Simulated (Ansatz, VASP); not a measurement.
**One calculation of SnTe, two programs**

```
Sn Te
1.0
     0.00000    3.20385    3.15650
     3.15650    0.00000    3.15650
     3.15650    3.20385    0.00000
Sn Te
1 1
Direct
  0.00000 0.00000 0.00000
  0.50000 0.50000 0.50000
```

Change from the starting cell: strain +0.0150 x Voigt [0, 1, 0, 0, 0, 0], atoms carried along.

Alike in both runs: task single point; functional PBE; k mesh 10 × 10 × 10; occupations gaussian, width 0.03 eV; no spin polarisation.

|  | VASP | Ansatz |
| --- | --- | --- |
| version | VASP 6.6.1 | Ansatz 0.2.0 |
| potentials or method | VASP PAW PBE potentials, release 64 (Sn_d, Te) | scalar-relativistic, plane waves, PAW |
| plane-wave cutoff (eV) | 520 | 420 |
| valence electrons in the cell | 20 | 30 |

|  | VASP | Ansatz | Ansatz less VASP |
| --- | --- | --- | --- |
| gap on the k mesh at the Fermi level (eV) | 0.05 | 0.05 | -0.001 |
| least direct gap on the mesh (eV) | 0.05 | 0.05 | -0.001 |
| pressure (GPa) | 1.3 | 1.3 | +0.07 |
| largest component of the traceless stress (GPa) | 1.21 | 1.21 | -0.001 |

The two sets of potentials don't hold the same shells in valence.

Caveats: spin-orbit coupling is left out, which moves the levels of the heavy elements.
